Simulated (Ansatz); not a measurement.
Ga under changes of volume

One of the cells (18.543 Å³/atom); the others are scaled copies at fixed shape and fractional positions:

```
Ga
1.0
     1.38300   -4.02650    0.00000
     1.38300    4.02650    0.00000
    -0.11745    0.00000    3.32993
Ga
2
Direct
  0.13100 0.86900 0.75000
  0.86900 0.13100 0.25000
```

This isn't the form of Ga at room conditions, which is orthorhombic.

| Item | Value |
| --- | --- |
| Program | Ansatz 0.2.0 |
| Functional | LDA |
| Potentials or basis | all-electron LAPW, scalar-relativistic |
| Cutoff | 256 eV (chosen from the basis error) |
| Basis error allowed | 0.001 eV/atom |
| k mesh | 10 × 10 × 8 |
| Occupations | fermi-dirac, width 0.05 eV |
| Spin | no spin polarisation |

```tsv
volume (Å³/atom)	energy over the lowest point (meV/atom)	pressure (GPa)	largest force (eV/Å)
17.431	0.00	-0.5	0.206
17.801	2.81	-1.8	0.197
18.172	8.45	-3.0	0.189
18.543	16.55	-3.9	0.179
18.914	?	?	?
19.285	38.80	-5.5	0.157
19.656	52.31	-6.1	0.146
```

Problem. What does the run at 18.914 Å³/atom give?

Solution. Energy over the lowest point 26.78 meV/atom; pressure -4.8 GPa; largest force 0.169 eV/Å.

Worked out: A Birch-Murnaghan fit of order 3 (a polynomial in V^(-2/3)) to the other rows has its minimum at 17.30 Å³/atom, just outside them, with B0 = V·E''(V) = 71 GPa and B' = 6.0 at fixed shape and positions, which overstates the stiffness. It gives 26.78 meV/atom at 18.914 Å³/atom, against the run's 26.78, and -dE/dV = -4.8 GPa, against -4.8.

Energies are extrapolated to zero smearing.
